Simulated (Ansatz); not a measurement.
Program: Ansatz. Geometries: PBE0-D4/def2-TZVP. ΔE: electronic, gas phase. CCSD(T)/CBS is the MP2 limit (def2-TZVPP, def2-QZVPP) plus CCSD(T) − MP2 in def2-TZVPP, frozen cores. Functionals use def2-TZVPP. B3LYP here is the variant with VWN-RPA as its local correlation; programs differ in this. HSE06 is defined as in plane-wave codes. One conformer a species, not always the lowest.

Consider the ligand exchange at a B–O bond: `CC(=O)OB(Cl)Cl` + CH₃NH₂ → `CNB(Cl)Cl` + `CC(=O)O`.

```csv
level,ΔE (kJ/mol),difference from CCSD(T)/CBS
PBE-D4,-56.4,-4.4
revPBE-D4,-54.0,-2.0
BLYP-D4,-49.5,2.5
r2SCAN-D4,-52.9,-0.9
B97M-V,-47.6,4.4
B3LYP-D4,-50.9,1.1
r2SCANh-D4,-53.5,-1.5
r2SCAN0-D4,-54.4,-2.4
HSE06-D4,-57.0,-5.0
BHLYP-D4,-50.6,1.4
CAM-B3LYP-D4,-52.1,-0.1
ωB97X-V,-52.3,-0.3
ωB97M-V,-52.4,-0.4
B2PLYP,-51.7,0.3
PBE-QIDH,-56.5,-4.5
PBE,-57.2,-5.2
revPBE,-54.3,-2.3
BLYP,-50.3,1.7
r2SCAN,-53.4,-1.4
PBE0,-57.8,-5.8
B3LYP,-51.8,0.2
r2SCANh,-54.0,-2.0
r2SCAN0,-54.9,-2.9
HSE06,-57.9,-5.9
BHLYP,-51.5,0.5
LC-ωPBE,-57.8,-5.8
RPA@PBE/def2-TZVPP,-46.6,5.4
HF/def2-SVP,-50.3,1.7
MP2/def2-SVP,-53.2,-1.2
CCSD/def2-SVP,-50.4,1.6
CCSD(T)/def2-SVP,-49.9,2.1
HF/def2-TZVPP,-45.6,6.4
MP2/def2-TZVPP,-53.5,-1.5
CCSD/def2-TZVPP,-49.9,2.1
CCSD(T)/def2-TZVPP,-50.0,2.0
HF/def2-QZVPP,-44.5,7.5
MP2/def2-QZVPP,-54.3,-2.3
HF/CBS(def2),-44.3,7.7
MP2/CBS(def2),-55.5,-3.5
CCSD/CBS(def2),-51.9,0.1
CCSD(T)/CBS,-52.0,0
```

Largest T1 diagnostic among the species: 0.015.

In def2-TZVPP, CCSD(T) changes the Hartree–Fock value by −4.4 kJ/mol (the triples alone add −0.1 kJ/mol) and MP2 by −7.9 kJ/mol. Leaving LDA and LC-ωPBE aside and taking each functional with its dispersion term where it has one, the values spread over 9.4 kJ/mol, from HSE06-D4 to B97M-V. LDA lies −8.1 kJ/mol from PBE without D4.

CCSD(T)/CBS has its own doubt, a few kJ/mol and more with outer-core shells, so smaller differences from it don't rank the levels.
